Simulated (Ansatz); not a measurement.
## One structure, 3 elements: CdS, CdSe, CdTe

Plane-wave DFT in Ansatz with scalar-relativistic PAW potentials, cutoff 500 eV, Γ-centred meshes chosen by cell and gap, Gaussian smearing with energies taken to zero width. Every cell was relaxed (cell and atoms) in a run of its own, within the symmetry of its start. Functional: r2SCAN.

All members share space group F-43m and the same sites; only the element on one set of sites changes (S, Se, Te). Members needn't be the stable form of their composition. Energies over the elements, where given, are against the elements' standard states in the same functional (H₂, N₂, O₂ and halogens uncorrected, Hg as a solid). The first member:

Space group F-43m (No. 216). a = 5.879 Å, b = 5.879 Å, c = 5.879 Å, α = 90.00°, β = 90.00°, γ = 90.00°
| atom | site | symmetry | x | y | z |
| --- | --- | --- | --- | --- | --- |
| Cd | 4a | -43m | 0.0000 | 0.0000 | 0.0000 |
| S | 4d | -43m | 0.2500 | 0.2500 | 0.7500 |

**Question.** How do size, gap and binding change down the group?

**Answer.**
```csv
compound,V (Å³/atom),a (Å),gap on mesh (eV),energy over elements (eV/atom)
CdS,25.39,5.879,1.54,-0.807
CdSe,28.84,6.134,1.04,-0.764
CdTe,35.25,6.558,1.17,-0.568
```

Over the series the volume grows at each step down the group; the gap has no steady trend; binding against the elements weakens. Less electronegative, larger anions gain less from charge transfer and lattice energy, in line with the weaker binding.

Spin-orbit coupling is left out, which matters for the bands of heavy elements.